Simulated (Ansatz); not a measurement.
Ga3Se: from a trial structure to a relaxed crystal

Level of theory: Ansatz 0.2.0, DFT r2SCAN, scalar-relativistic, plane waves, PAW. Cutoff 500 eV, Γ-centred k mesh, Gaussian smearing, no spin polarisation in the final step.

Ga3Se was placed on the TiAl3 (D0_22) structure type (I4/mmm, No. 139), with Se in place of Ti, Ga in place of Al, at a guessed volume.

```yaml
crystal:
  lattice:
    - [-2.13828, 2.13828, 4.77642]
    - [2.13828, -2.13828, 4.77642]
    - [2.13828, 2.13828, -4.77642]
  atoms:
    - { symbol: Ga, position: [0.50000, 0.50000, 0.00000] }
    - { symbol: Ga, position: [0.25000, 0.75000, 0.50000] }
    - { symbol: Ga, position: [0.75000, 0.25000, 0.50000] }
    - { symbol: Se, position: [0.00000, 0.00000, 0.00000] }
```

Steps on the 16×16×16 mesh (4 atoms). 6 of 7 steps are shown, and the free energy counts from the last. Trial steps that were taken back and renewals of the plane-wave basis can be among the rows.

```tsv
step	ΔF (meV/atom)	V (Å³/atom)	P (GPa)
1	34.7	21.84	-2.66
2	11.5	20.49	-0.46
3	4.0	19.63	1.59
4	0.7	20.17	0.22
5	0.1	20.29	-0.02
7	0.0	20.30	-0.02
```

A final relaxation ran on a 16×16×16 mesh. The relaxed crystal, I4/mmm (No. 139):

Space group I4/mmm (No. 139). a = 3.962 Å, b = 3.962 Å, c = 10.345 Å, α = 90.00°, β = 90.00°, γ = 90.00°
| atom | site | symmetry | x | y | z |
| --- | --- | --- | --- | --- | --- |
| Ga | 2b | 4/mmm | 0.5000 | 0.5000 | 0.0000 |
| Ga | 4d | -4m2 | 0.5000 | 0.0000 | 0.2500 |
| Se | 2a | 4/mmm | 0.0000 | 0.0000 | 0.0000 |

- Volume per atom: 20.30 Å³
- Density: 5.89 g/cm³
- Energy over the elements: 0.07 eV/atom
- Gap on the 16×16×16 mesh: 0 eV (a metal)

The zero of energy is the elements' standard structures at the same level; no fitted shifts are applied.

The final run used a 16×16×16 mesh on its 4-atom cell and 0.10 eV smearing. For metals, differences of a few meV/atom aren't resolved.

A structure relaxed within its symmetry needn't be a true minimum.

Cost: 3 runs of about 8.4 core-minutes in all, on Intel Xeon 6975P-C (Granite Rapids) (shared hosts).